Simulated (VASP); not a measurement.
Input of a VASP 6.6.1 run:

The input INCAR:

```
ALGO = Normal
EDIFF = 1E-6
ENCUT = 520
GGA = PS
ISIF = 2
ISMEAR = 0
LASPH = True
LCHARG = True
LELF = True
LORBIT = 11
LREAL = False
LVHAR = True
LWAVE = False
NELM = 80
PREC = Accurate
SIGMA = 0.02
```

File KPOINTS:

```
k-points
0
Gamma
  5 5 5
```

The input POSCAR:

```
In2O3
1.0
    2.7435000000      1.5839604635      4.8366666667
   -2.7435000000      1.5839604635      4.8366666667
    0.0000000000     -3.1679209270      4.8366666667
In O
4 6
Direct
    0.8573100000      0.8573100000      0.8573100000
    0.6426900000      0.6426900000      0.6426900000
    0.1426900000      0.1426900000      0.1426900000
    0.3573100000      0.3573100000      0.3573100000
    0.0480000000      0.7500000000      0.4520000000
    0.7500000000      0.4520000000      0.0480000000
    0.4520000000      0.0480000000      0.7500000000
    0.9520000000      0.2500000000      0.5480000000
    0.2500000000      0.5480000000      0.9520000000
    0.5480000000      0.9520000000      0.2500000000
```

Potentials or basis: VASP PAW PBE potentials, release 64 (In_d, O).

Launch:

```bash
$ cat potpaw_PBE.64/In_d/POTCAR potpaw_PBE.64/O/POTCAR > POTCAR
$ mpirun -np 1 vasp_std > vasp.out
```

Question: Estimate the band gap on the k mesh.

Answer: 1.19 eV, indirect (least direct gap 1.24 eV).

Question: Predict the largest force.

Answer: 0.167 eV/Å.

Question: What does it give for the pressure?

Answer: 2.6 GPa.

Forces on the atoms (eV/Å):
```
In   0.000  0.000 -0.059
In   0.000  0.000  0.059
In   0.000  0.000  0.059
In   0.000  0.000 -0.059
O   -0.083 -0.145  0.000
O   -0.083  0.145  0.000
O    0.167  0.000  0.000
O    0.083  0.145  0.000
O    0.083 -0.145  0.000
O   -0.167  0.000  0.000
```

Caveat: the PAW data sets were made with another functional, which shifts forces and pressure a little; spin-orbit coupling is left out, which moves the levels of the heavy elements; an odd mesh through Γ misses points on the zone boundary, where band edges often lie.

The gap isn't set beside the measured one, since this odd mesh misses points on the zone boundary.
